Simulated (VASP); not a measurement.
Here is a VASP 6.6.1 calculation.

Contents of INCAR:

```
SYSTEM = CaF2
PREC     = Accurate       ! precision mode
ENCUT    = 520            ! plane-wave cutoff, eV
EDIFF    = 1E-6           ! SCF threshold, eV
ISMEAR   = -1             ! smearing method
SIGMA    = 0.02           ! smearing width, eV
LREAL    = .FALSE.        ! projectors in reciprocal space
LASPH    = .TRUE.         ! aspherical terms in the spheres
NELM     = 100            ! most SCF steps
ALGO     = Fast           ! electronic algorithm
ISIF     = 2              ! what is computed and relaxed
LWAVE    = .FALSE.        ! write WAVECAR
LCHARG   = .FALSE.        ! write CHGCAR
GGA      = PE             ! functional
NBANDS   = 19             ! bands
```

File KPOINTS:

```
regular mesh
0
G
  8 8 8
  0 0 0
```

Contents of POSCAR:

```
CaF2
1.0
    0.0000000000      2.7195929739      2.7195929739
    2.7195929739      0.0000000000      2.7195929739
    2.7195929739      2.7195929739      0.0000000000
Ca F
1 2
Direct
    0.0000000000      0.0000000000      0.0000000000
    0.2500000000      0.2500000000      0.2500000000
    0.7500000000      0.7500000000      0.7500000000
```

Potentials or basis: VASP PAW PBE potentials, release 64 (Ca_sv, F).

Run with:

```bash
$ cat potpaw_PBE.64/Ca_sv/POTCAR potpaw_PBE.64/F/POTCAR > POTCAR
$ mpirun -np 1 vasp_std > vasp.out
```

**Question.** Estimate the band gap on the k mesh.

**Answer.** 7.35 eV, indirect (least direct gap 7.61 eV).

**Question.** What does it give for the pressure?

**Answer.** 3.6 GPa.

A k mesh can miss the band edges.
